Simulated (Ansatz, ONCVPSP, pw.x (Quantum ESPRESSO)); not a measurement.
## pw.x on fcc Zr: one setting changed

Potential: optimised norm-conserving Vanderbilt (ONCV), ONCVPSP 4.0.1.1 (patched build), PBE; core [Ar] 3d10, reference 4s2 4p6 4d2 5s2; waves: 4s+5s: rc 2.40 bohr, ncon 4, nbas 8, qcut 5.5 1/bohr, 2 projectors; 4p: rc 1.80 bohr, ncon 4, nbas 8, qcut 7.4 1/bohr, 3 projectors, debl 0.8 Ha; 4d: rc 2.95 bohr, ncon 4, nbas 9, qcut 5.5 1/bohr, 1 projector; local part: polynomial inside 1.50 bohr (lpopt 5, dvloc0 6 Ha); core correction: none. In the p channel the program set the typed energies aside and used -1.193, 0.250, 1.050 Ha.

The reference run (k-mesh 13³, cutoffs 50/200 Ry, Fermi–Dirac 0.01 Ry, mixing_beta 0.4, conv_thr 1e-9, no spin) gives 0.79 GPa at 23.229 Å³/atom, where all-electron LAPW gives 0.31 GPa. This run, with its own iteration cap, changes k-mesh points per axis to 3.

```
&control
  calculation='scf', prefix='x', pseudo_dir='./', outdir='./tmp', tstress=.true., disk_io='none'
/
&system
  ibrav=0, nat=1, ntyp=1, ecutwfc=50, ecutrho=200, nbnd=14,
  occupations='smearing', smearing='fd', degauss=0.01
/
&electrons
  conv_thr=1e-09, mixing_beta=0.4, electron_maxstep=60
/
ATOMIC_SPECIES
Zr 1.0 Zr.UPF
CELL_PARAMETERS angstrom
  0.00000000 2.26464521 2.26464521
  2.26464521 0.00000000 2.26464521
  2.26464521 2.26464521 0.00000000
ATOMIC_POSITIONS crystal
Zr 0.0000 0.0000 0.0000
K_POINTS automatic
3 3 3 0 0 0
```

```bash
pw.x < Zr.scf.in > Zr.scf.out
```

Q: How does the run end?

A: It converges in 6 iterations; the free energy moves by +11.0 meV/atom and the pressure by +1.75 GPa.

```
Message from routine setup:
     using ibrav=0 with symmetry is DISCOURAGED, use correct ibrav instead
     lattice parameter (alat)  =       6.0522  a.u.
     unit-cell volume          =     156.7571 (a.u.)^3
     number of electrons       =        12.00
     number of Kohn-Sham states=           14
     kinetic-energy cutoff     =      50.0000  Ry
     charge density cutoff     =     200.0000  Ry
     scf convergence threshold =      1.0E-09
     Exchange-correlation= PBE
     number of k points=     4  Fermi-Dirac smearing, width (Ry)=  0.0100
     iteration #  1     ecut=    50.00 Ry     beta= 0.40
     total energy              =     -94.82403490 Ry
     estimated scf accuracy    <       0.01678530 Ry
     iteration #  2     ecut=    50.00 Ry     beta= 0.40
     total energy              =     -94.82426641 Ry
     estimated scf accuracy    <       0.00271710 Ry
     iteration #  3     ecut=    50.00 Ry     beta= 0.40
     total energy              =     -94.82462032 Ry
     estimated scf accuracy    <       0.00016042 Ry
     iteration #  4     ecut=    50.00 Ry     beta= 0.40
     total energy              =     -94.82462589 Ry
     estimated scf accuracy    <       0.00000175 Ry
     iteration #  5     ecut=    50.00 Ry     beta= 0.40
     total energy              =     -94.82462632 Ry
     estimated scf accuracy    <       0.00000025 Ry
     iteration #  6     ecut=    50.00 Ry     beta= 0.40
     the Fermi energy is    14.1288 ev
!    total energy              =     -94.82462635 Ry
     estimated scf accuracy    <          6.2E-10 Ry
     smearing contrib. (-TS)   =      -0.00998162 Ry
     The total energy is F=E-TS. E is the sum of the following terms:
     one-electron contribution =     -20.05046481 Ry
     hartree contribution      =      14.14588932 Ry
     xc contribution           =     -11.77360427 Ry
     ewald contribution        =     -77.13646497 Ry
     convergence has been achieved in   6 iterations
          total   stress  (Ry/bohr**3)                   (kbar)     P=       25.40
     Message from routine punch:
     Nothing written, as per user request (disk_io='none')
```

The run took about 1.3 s on one core of a shared host (Neoverse-N1, 64 threads, 124 GiB, load 47).
